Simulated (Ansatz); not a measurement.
V: the change of energy less free atoms and pressure with volume per atom

All results are calculated (Ansatz 0.2.0). Periodic Kohn-Sham DFT of a crystal at fixed atoms; pressure and stress are positive in compression; the energy is the free energy less that of spherical unpolarised free atoms; site moments are those in the method's own spheres, positive along +z.

Cell of the first row (space group P6_3/mmc, No. 194):
```
cell vectors (Å)
   2.5596     0.0000     0.0000
  -1.2798     2.2167     0.0000
   0.0000     0.0000     4.5930
atoms (fractions of the cell vectors)
V   0.33333  0.66667  0.25000
V   0.66667  0.33333  0.75000
```

Settings of every row: method all-electron LAPW; functional PBE; relativity scalar; k mesh 18x18x10; filling fermi-dirac; smearing width 0.08 eV; basis error target 1 meV/atom; nucleus gaussian.

Atom:
| element | start moment (bohr magneton) |
| --- | --- |
| V | 1.5 |
| V | 1.5 |

Limits: the cell comes from a prototype or a list of computed structures and needn't be the stable phase.

| row | volume per atom (Å³) | energy less free atoms (eV/atom) | pressure (GPa) |
| --- | --- | --- | --- |
| 1 | 13.03 | -8.1399 | 11.854 |
| 2 | 13.439 | -8.1619 | 5.526 |
| 3 | 13.855 | -8.1688 | -0.039 |
| 4 | 14.27 | ? | ? |
| 5 | 14.686 | -8.1443 | -8.989 |

Cell moment is 0 bohr magneton in every row.

Question: what energy less free atoms and pressure should row 4 give?

Worked fit of energy less free atoms. Take u = (V_r/V)^(2/3) − 1 with V_r = 13.647 Å³ an atom, which is twice the finite (Eulerian) strain; such expansions in the strain, on which the Birch-Murnaghan equation of state is built, carry the rest volume and the bulk modulus. The shown rows have u = 0.03132, 0.01029, -0.01003, -0.04774. Least squares give energy less free atoms = −8.16715 + 0.3358 × u + 17.061 × u² eV/atom; a straight line predicts inner rows, each left out in turn, worse (root mean square 0.017 against 1.4e-05 eV/atom). All shown rows lie on it to the printed digit. Its lowest point lies at u = -0.0098, or V = 13.85 Å³ an atom, and the curvature there gives the bulk modulus at fixed shape and fractions, B = (4/9)(1 + u)² E″(u)/V = 172 GPa. Letting shape and atoms relax would as a rule lower it, by much in layered, chain or molecular crystals. The withheld row has u = -0.02932, so the fit gives −8.16715 + 0.3358 × (-0.02932) + 17.061 × (-0.02932)² = -8.1623 eV/atom.

The calculation gave -8.1624 eV/atom. The fit lies 0.0001 eV/atom (0.35 % of the column's range) above it, one unit of the last digit.

Worked fit of pressure. Take u = (V_r/V)^(2/3) − 1 with V_r = 13.647 Å³ an atom, which is twice the finite (Eulerian) strain; such expansions in the strain, on which the Birch-Murnaghan equation of state is built, carry the rest volume and the bulk modulus. The shown rows have u = 0.03132, 0.01029, -0.01003, -0.04774. Least squares give pressure = 2.6425 + 274.082 × u + 637.88 × u² GPa; a straight line predicts inner rows, each left out in turn, worse (root mean square 0.62 against 0.0087 GPa). The rows lie off it by 0.002, -0.004, 0.003, -0.001. The pressure vanishes at u = -0.0099, or V = 13.85 Å³ an atom, and there the bulk modulus at fixed shape and fractions is B = −V dP/dV = (2/3)(1 + u) dP/du = 173 GPa. Letting shape and atoms relax would as a rule lower it, by much in layered, chain or molecular crystals. The withheld row has u = -0.02932, so the fit gives 2.6425 + 274.082 × (-0.02932) + 637.88 × (-0.02932)² = -4.845 GPa.

The calculation gave -4.844 GPa. The fit lies 0.001 GPa (0.0048 % of the column's range) below it, one unit of the last digit.
